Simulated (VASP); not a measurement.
Wanted: the native input for a VASP 6.6.1 run.

```
Task                   : relaxation of cell and atoms
Functional             : LDA
Potentials or basis    : VASP PAW LDA potentials, release 64 (Tl_d, Br)
Cutoff                 : 600 eV
k mesh                 : 8 × 8 × 8
Occupations            : gaussian, width 0.02 eV
Spin                   : no spin polarisation
Dipole correction      : no
Further INCAR settings : ALGO = Normal; EDIFF = 1e-06; IBRION = 2; EDIFFG = -0.005; NSW = 100; ISIF = 3
```

The structure of TlBr lies in POSCAR:

```
TlBr
1.0
    3.8405599004      0.0000000000      0.0000000000
    0.0000000000      3.8405599004      0.0000000000
    0.0000000000      0.0000000000      3.8405599004
Tl Br
1 1
Direct
    0.0000000000      0.0000000000      0.0000000000
    0.5000000000      0.5000000000      0.5000000000
```

One way to write it, as run:

INCAR

```
PREC = Accurate
ENCUT = 600
EDIFF = 1E-6
ISMEAR = 0
SIGMA = 0.02
LREAL = False
LASPH = True
NELM = 100
ALGO = Normal
ISIF = 3
LWAVE = False
LCHARG = False
GGA = CA
IBRION = 2
NSW = 100
EDIFFG = -0.005
```

KPOINTS

```
Automatic mesh
0
Gamma
  8 8 8
```

Potentials or basis: VASP PAW LDA potentials, release 64 (Tl_d, Br).

Command:

```sh
$ cat potpaw_LDA.64/Tl_d/POTCAR potpaw_LDA.64/Br/POTCAR > POTCAR
$ mpirun -np 1 vasp_std > vasp.out
```

It gave:

```yaml
Relaxed_volume: 28.36 Å³/atom
Relaxed_cell: a = 3.842 Å, b = 3.842 Å, c = 3.842 Å, α = 90.00°, β = 90.00°, γ = 90.00°
Space_group_after_relaxing_to_0.05_Å: Pm-3m (No. 221)
Energy_gained_by_relaxing: 0.0 meV/atom
Ionic_steps: 2
Pressure_after_relaxing: 0.0 GPa
Band_gap_on_the_k_mesh: 1.35 eV, direct
```

Caveat: spin-orbit coupling is left out, which as a rule narrows the gap of such compounds by several tenths of an eV.

It took 12 s on 1 thread of Intel(R) Xeon(R) 6975P-C (Granite Rapids), with other jobs on the host, peak memory 0.17 GiB.
